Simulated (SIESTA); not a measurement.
Slab: P, a slab with vacuum.

```xyz
4
Lattice="3.2837 0.0000 0.0000 0.0000 34.8570 0.0000 0.0000 0.0000 4.6321" Properties=species:S:1:pos:R:3 pbc="T T T"
P     1.6419   33.8204    4.2052
P     1.6419    1.0366    0.4268
P     0.0000    1.0366    1.8892
P     0.0000   33.8204    2.7429
```

| Property | Result |
| --- | --- |
| Program | SIESTA 5.4.2 |
| Task | single point |
| Functional | PBE |
| Potentials or basis | PseudoDojo 0.4 standard (PBE files) |
| Basis | DZP (energy shift 0.003 Ry) |
| Grid cutoff | 500 Ry |
| Energy shift | 0.003 Ry |
| k mesh | 8 × 1 × 6 |
| Occupations | fermi-dirac, width 0.05 eV |
| Spin | no spin polarisation |

On this cell: largest force 0.651 eV/Å; band gap on the k mesh 1.02 eV, direct.

The same run follows on a disturbed copy (atoms moved at random, drawn with an rms of 0.05 Å):

```
CELL_PARAMETERS angstrom
3.28373 0.00000 0.00000
0.00000 34.85703 0.00000
0.00000 0.00000 4.63208
ATOMIC_POSITIONS crystal
P 0.50122 0.97114 0.91544
P 0.49669 0.03059 0.08474
P 0.00750 0.02879 0.41142
P 0.98812 0.96994 0.59993
```

**Question.** What does the disturbed cell give?

**Answer.** The energy moves by +7.9 meV/atom; largest force 1.088 eV/Å; band gap on the k mesh 1.14 eV, indirect (least direct gap 1.17 eV).

Forces in eV/Å, atoms in the order of the input:
```
P   -0.475 -0.512  0.406
P    0.324  0.405  0.276
P   -0.426  0.727  0.000
P    0.578 -0.620 -0.682
```

Stress tensor (GPa, compression positive):
```
 0.53 -0.06 -0.36
-0.06  0.70  0.18
-0.36  0.18  0.42
```

Caveats: the basis of atomic orbitals isn't converged, which shifts pressures, moduli and gaps.

A k mesh can miss the band edges.
